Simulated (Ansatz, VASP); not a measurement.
# One calculation of SiGe3, two programs

POSCAR

```
SiGe3
1.0
    4.0739192859      0.0000000000      0.0000000000
    0.0000000000      4.0739192859      0.0000000000
    0.0000000000      0.0000000000      5.7405163208
Si Ge
1 3
Direct
    0.0000000000      0.0000000000      0.0000000000
    0.0000000000      0.5000000000      0.2442925744
    0.5000000000      0.5000000000      0.5000000000
    0.5000000000      0.0000000000      0.7557074256
```

The input INCAR.step1:

```
PREC     = Accurate       # precision mode
ENCUT    = 520            # plane-wave cutoff, eV
ISMEAR   = -1             # smearing method
SIGMA    = 0.02           # smearing width, eV
LREAL    = F              # projectors in reciprocal space
LASPH    = T              # aspherical terms in the spheres
NELM     = 100            # most SCF steps
NBANDS   = 31             # bands
GGA      = PE             # functional
ALGO     = Normal         # electronic algorithm
EDIFF    = 1E-4           # SCF threshold, eV
LWAVE    = T              # write WAVECAR
LCHARG   = F              # write CHGCAR
```

File INCAR.step2:

```
PREC     = Accurate       # precision mode
ENCUT    = 520            # plane-wave cutoff, eV
EDIFF    = 1E-6           # SCF threshold, eV
ISMEAR   = -1             # smearing method
SIGMA    = 0.02           # smearing width, eV
LREAL    = F              # projectors in reciprocal space
LASPH    = T              # aspherical terms in the spheres
NELM     = 100            # most SCF steps
ALGO     = Normal         # electronic algorithm
ISIF     = 2              # what is computed and relaxed
LWAVE    = F              # write WAVECAR
LCHARG   = F              # write CHGCAR
METAGGA  = R2SCAN         # meta-GGA
LMIXTAU  = T            
NBANDS   = 31             # bands
ISTART   = 1
```

The input KPOINTS:

```
Automatic mesh
0
Gamma
  6 6 6
```

Input for Ansatz:

```yaml
crystal:
  lattice:
    - [4.0739192859, 0.0, 0.0]
    - [0.0, 4.0739192859, 0.0]
    - [0.0, 0.0, 5.7405163208]
  atoms:
    - { symbol: Si, position: [0.0, 0.0, 0.0] }
    - { symbol: Ge, position: [0.0, 0.5, 0.2442925744] }
    - { symbol: Ge, position: [0.5, 0.5, 0.5] }
    - { symbol: Ge, position: [0.5, 0.0, 0.7557074256] }
kpoints:
  mp_grid: { grid: [6, 6, 6] }
  band_path:
    path:
      - [0.0, 0.0, 0.0]
      - [0.0, 0.5, 0.0]
      - [0.5, 0.5, 0.0]
      - [0.0, 0.0, 0.5]
      - [0.0, 0.5, 0.5]
      - [0.5, 0.5, 0.5]
      - [0.0, 0.0, 0.05]
    npoints: 1
hamiltonian:
  xc: r2scan
scf:
  occupations: { method: fermi_dirac, width: 0.02 }
  n_extra_bands: 5
output:
  forces: true
  stress: true
  eigenvalues: true
```

Change from the starting cell: hydrostatic strain +2.6%.

Alike in both runs: task single point; functional r2SCAN; k mesh 6 × 6 × 6; occupations fermi-dirac, width 0.02 eV; no spin polarisation.

|  | VASP | Ansatz |
| --- | --- | --- |
| version | VASP 6.6.1 | Ansatz 0.2.0 |
| potentials or method | VASP PAW PBE potentials, release 64 (Si, Ge_d) | plane waves, PAW |
| plane-wave cutoff (eV) | 520 | 500 |
| valence electrons in the cell | 46 | 46 |

|  | VASP | Ansatz | Ansatz less VASP |
| --- | --- | --- | --- |
| pressure (GPa) | -5.1 | -5.1 | -0.01 |

With one functional, cell and mesh, what is left measures potentials, basis and numerics.

Caveats: the PAW data sets were made with another functional, which shifts forces and pressure a little (VASP). A k mesh can miss the band edges.
